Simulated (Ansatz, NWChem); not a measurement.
Worked example: the enthalpy of formation of C2H4O2 (acetic acid)

The species is C2H4O2 (8 atoms), meant as a singlet with charge 0. As SMILES, `CC(=O)O`. The coordinates come from a PBE0-D4/def2-TZVP relaxation. This is one conformer, not always the lowest.

Total energies at CAM-B3LYP/6-311+G** (NWChem 7.3.0); the atoms run unrestricted:

```
species    state  energy (Eh)
 C2H4O2  singlet  -229.070389
      C  triplet   -37.834815
      O  triplet   -75.066957
      H  doublet    -0.498813
```

Harmonic wavenumbers at PBE0-D4/def2-TZVP, in cm⁻¹: 73, 425, 551, 592, 678, 882, 1000, 1066, 1217, 1346, 1415, 1462, 1468, 1855, 3075, 3144, 3194, 3786.

Measured heats of formation of the gaseous atoms at 298.15 K, in kJ/mol: C 716.9, O 249.2, H 218.0. Spin-orbit lowering of the atoms at 298 K (mean of the ground term's levels less their thermal mean, from spectra), in kJ/mol: C 0.02, O 0.40. Take 1 Eh = 2625.50 kJ/mol, 1 cm⁻¹ = 0.0119627 kJ/mol, RT = 2.479 kJ/mol.

What heat of formation follows?


1. Electronic atomisation energy: 2 × (-37.834815) + 2 × (-75.066957) + 4 × (-0.498813) − (-229.070389) = 1.271593 Eh = 3338.6 kJ/mol.
2. Zero-point energy: half the sum of the wavenumbers, 13614.5 cm⁻¹ = 162.9 kJ/mol.
3. Thermal vibrational enthalpy, Σ hcν̃/(exp(hcν̃/kT) − 1): 4.5 kJ/mol. Translation, rotation and pV of a non-linear molecule: 4 RT = 9.9 kJ/mol.
4. The 8 free atoms carry 5/2 RT each: 49.6 kJ/mol.
5. Spin-orbit coupling lowers the free atoms by 2 × 0.02 + 2 × 0.40 = 0.8 kJ/mol.
6. Atomisation enthalpy at 298 K: 3338.6 − 0.8 − 162.9 − 4.5 − 9.9 + 49.6 = 3210.1 kJ/mol.
7. Sum of the atoms' heats of formation: 2804.2 kJ/mol. Heat of formation: 2804.2 − 3210.1 = -405.9 kJ/mol.

The tabulated value is -432.2 kJ/mol (CRC Handbook of Chemistry and Physics), so this level is off by +26.3 kJ/mol, or 0.8 % of the atomisation enthalpy. Anharmonicity and any spin-orbit splitting of the molecule are left out.
